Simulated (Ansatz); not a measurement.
From formation energies to a reaction energy: In3As

Method: DFT PBE, scalar-relativistic, plane waves, PAW (Ansatz). Settings: cutoff 420 eV, Γ-centred meshes spaced at most about 0.3 Å⁻¹, and about 0.25 Å⁻¹ or finer for metals (2π included), Gaussian smearing. No spin polarisation.

The zero of energy is the elements' standard structures at the same level; no fitted shifts are applied.

Temperature and zero-point effects are left out. The reference form of As is held partly by dispersion forces, which this level lacks.

A trial structure of In3As (reached from: GaAg3 type (P-6m2); relaxed: space group P-6m2 (No. 187), a = 3.371 Å, c = 10.518 Å) has a formation energy of 0.125 eV/atom. At its composition the lowest mixture among the elements and 2 reference phases computed alike (others may be missing) consists of these:

| phase | source | ΔE_f (eV/atom) |
| --- | --- | --- |
| In (solid) | element | -0.002 |
| InAs (F-43m) | Materials Project | -0.244 |

The lowest database cell of In (-0.002) lies slightly below the reference, hence the non-zero entry.

Q: Write the balanced decomposition and find its energy per atom, per formula unit and per mole of formula units.

A: Balancing In and As gives In3As → 2 In + InAs. The left side holds 4 atoms, and the products take 2/4 (In) and 2/4 (InAs) of them. The mixture therefore lies at 2/4 × (-0.002) + 2/4 × (-0.244) = -0.123 eV/atom. The reaction energy is -0.123 − (0.125) = -0.248 eV/atom. Times 4 atoms that is -0.992 eV per In3As, and times 96.485 it is -96 kJ per mole of In3As. Decomposition is downhill, so the trial structure is unstable against this mixture.
